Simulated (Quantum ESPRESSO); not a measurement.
CdS (Hawleyite):

```
CELL_PARAMETERS angstrom
0.00000 2.91650 2.91650
2.91650 0.00000 2.91650
2.91650 2.91650 0.00000
ATOMIC_POSITIONS crystal
Cd 0.00000 0.00000 0.00000
S 0.75000 0.75000 0.75000
```

```yaml
Program: Quantum ESPRESSO 7.5
Task: phonons
Functional: PBE
Potentials_or_basis: GBRV 1.5 PBE
Cutoff: 612 eV
Density_cutoff: 4898 eV
k_mesh: 6 × 6 × 6, shifted
Occupations: fermi-dirac, width 0.05 eV
Spin: no spin polarisation
Target_pressure: 80 GPa
Mixing_beta: 0.5
Most_SCF_iterations: 120
SCF_threshold: 4e-10 Ry
```

The cell and the atoms were relaxed first at 80 GPa, to 15.98 Å³/atom (a = 3.562 Å, b = 3.562 Å, c = 3.562 Å, α = 60.00°, β = 60.00°, γ = 60.00°), and the response was taken there.

The first run showed a gap, so the response started from a second, tighter run with fixed occupations.

The run gives a transverse optical frequency of 467 cm⁻¹, an electronic dielectric constant of 6.63 and Born charges of ±1.58 e.

**Question.** What are the longitudinal frequency and the static dielectric constant?

**Answer.** The longitudinal mode lies at 491 cm⁻¹, 24 cm⁻¹ over the transverse one, and the static constant is 7.34. The two agree with the Lyddane-Sachs-Teller relation: (491/467)² = 1.11 and 7.34/6.63 = 1.11.

Caveat: the volume moved by over 15 % at a fixed basis, so the end points are rough; the cell is more than 3 GPa from zero pressure, which shifts response properties.
